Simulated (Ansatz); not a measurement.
Consider the ligand exchange at a Ge–C bond: `F[C](F)(F)[GeH3]` + `BS` → `B[S][GeH3]` + `FC(F)F`.

Gas-phase electronic energies from Ansatz, PBE0-D4/def2-TZVP geometries. CCSD(T)/CBS is the MP2 limit (def2-TZVPP, def2-QZVPP) plus CCSD(T) − MP2 in def2-TZVPP, frozen cores. This one scheme is used for every species. DFT in def2-TZVPP. For Ge outer-core shells are correlated without core-valence functions, which leaves a few kJ/mol of doubt a bond. Scalar relativity is left out up to krypton.

| species | ωB97M-V energy (Eh) |
| --- | --- |
| `F[C](F)(F)[GeH3]` | -2416.37763 |
| `BS` | -424.82879 |
| `B[S][GeH3]` | -2502.92538 |
| `FC(F)F` | -338.30973 |

Task: Work out ΔE.

Result: ΔE = (-2502.92538) + (-338.30973) − (-2416.37763) − (-424.82879) = -0.02869 Eh = -75.3 kJ/mol. CCSD(T)/CBS gives -80.4 kJ/mol.

Task: What do rigid-rotor, harmonic-oscillator terms from PBE0-D4/def2-TZVP frequencies (298.15 K, 1 bar) make of the CCSD(T)/CBS value? (Estimate.)

Result: Ansatz gave: ΔZPE = +10.8 kJ/mol, ΔH = -70.5 kJ/mol, ΔS = 12 J/(mol·K), ΔG = -74.1 kJ/mol. Modes under 50 cm⁻¹ make the entropy rough.

Largest T1 diagnostic among the species: 0.015.

From PBE to PBE0 (25 % exact exchange), in def2-TZVPP and without D4, ΔE moves by −7.8 kJ/mol. Leaving LDA and LC-ωPBE aside and taking each functional with its dispersion term where it has one, the values, not all of them listed here, spread over 16.8 kJ/mol, from PBE-QIDH to BLYP-D4. LDA lies +4.1 kJ/mol from PBE without D4.
